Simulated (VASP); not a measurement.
Write the native input for VASP 6.6.1 that does the following.

```yaml
Task: single point
Functional: PBE
Potentials_or_basis: VASP PAW PBE potentials, release 64 (C, Si)
Cutoff: 520 eV
k_mesh: 18 × 18 × 18
Occupations: gaussian, width 0.05 eV
Spin: no spin polarisation
Dipole_correction: no
Further_INCAR_settings: ALGO = Normal; EDIFF = 1e-07; NBANDS = 11
```

The structure of SiC lies in POSCAR:

```
SiC
1.0
    0.0000000000      2.0881007700      2.0881007700
    2.0881007700      0.0000000000      2.0881007700
    2.0881007700      2.0881007700      0.0000000000
C Si
1 1
Direct
    0.0000000000      0.0000000000      0.0000000000
    0.5000000000      0.5000000000      0.5000000000
```

The cell was built by a generator and needn't be a form met in nature.

The input as run:

INCAR

```
SYSTEM = SiC
ALGO = Normal ; EDIFF = 1E-7
ENCUT = 520 ; GGA = PE
ISIF = 2 ; ISMEAR = 0
LASPH = .True. ; LCHARG = .False.
LREAL = .False. ; LWAVE = .False.
NBANDS = 11 ; NELM = 60
PREC = Accurate ; SIGMA = 0.05
```

KPOINTS

```
k-points
0
Gamma
  18 18 18
  0 0 0
```

Potentials or basis: VASP PAW PBE potentials, release 64 (C, Si).

Command:

```bash
$ cat potpaw_PBE.64/C/POTCAR potpaw_PBE.64/Si/POTCAR > POTCAR
$ mpirun -np 1 vasp_std > vasp.out
```

It gave:

```yaml
Pressure: -17.4 GPa
Band_gap_on_the_k_mesh: none (metal or under the smearing width)
```

Caveat: so large a pressure means that the cell lies far from this level's equilibrium, or that cutoff or potentials fall short.

Wall time 14 s on 1 thread of Intel(R) Xeon(R) 6975P-C (Granite Rapids), with other jobs on the host, peak memory 0.16 GiB.
